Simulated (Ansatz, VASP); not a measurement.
As in VASP and in Ansatz

Contents of INCAR:

```
SYSTEM = As
PREC = Accurate ; ENCUT = 520
EDIFF = 1E-7 ; ISMEAR = -1
SIGMA = 0.05 ; LREAL = .False.
LASPH = .True. ; NELM = 80
ALGO = Normal ; ISIF = 2
LWAVE = .False. ; LCHARG = .False.
NBANDS = 12
```

KPOINTS

```
regular mesh
0
Gamma
  9 9 9
  0 0 0
```

POSCAR

```
As
1.0
    1.9055470646      1.1001681106      3.5603049553
   -1.9055470646      1.1001681106      3.5603049553
    0.0000000000     -2.2003362214      3.5603049553
As
2
Direct
    0.2260000000      0.2260000000      0.2260000000
    0.7740000000      0.7740000000      0.7740000000
```

input.yaml

```yaml
crystal:
  lattice:
    - [1.9055470646, 1.1001681106, 3.5603049553]
    - [-1.9055470646, 1.1001681106, 3.5603049553]
    - [0.0, -2.2003362214, 3.5603049553]
  atoms:
    - { symbol: As, position: [0.226, 0.226, 0.226] }
    - { symbol: As, position: [0.774, 0.774, 0.774] }
hamiltonian:
  xc: lda
  pseudopotentials: { kind: paw }
kpoints:
  mp_grid: { grid: [9, 9, 9] }
scf:
  occupations: { method: fermi_dirac, width: 0.05 }
output:
  forces: true
  stress: true
  eigenvalues: true
```

Alike in both runs: task single point; functional LDA; k mesh 9 × 9 × 9; occupations fermi-dirac, width 0.05 eV; no spin polarisation.

|  | VASP | Ansatz |
| --- | --- | --- |
| version | VASP 6.6.1 | Ansatz 0.2.0 |
| potentials or method | VASP PAW LDA potentials, release 64 (As) | Ansatz PAW |
| plane-wave cutoff (eV) | 520 | 420 |
| valence electrons in the cell | 10 | 30 |

|  | VASP | Ansatz | Ansatz less VASP |
| --- | --- | --- | --- |
| gap on the k mesh at the Fermi level (eV) | none | none | - |
| pressure (GPa) | -3.7 | -4.1 | -0.34 |
| largest component of the traceless stress (GPa) | 0.23 | 0.35 | +0.121 |
| rms of the force components (eV/Å) | 0.043 | 0.008 | -0.0354 |

Atom by atom the forces differ by 0.035 eV/Å (rms over components). A gap of «none» marks a metal or a gap that the smearing closes. The two sets of potentials don't hold the same shells in valence.

Caveats: the PAW data sets come from PBE, with cores solved anew for the run's functional, which leaves a small shift of forces and pressure (Ansatz).
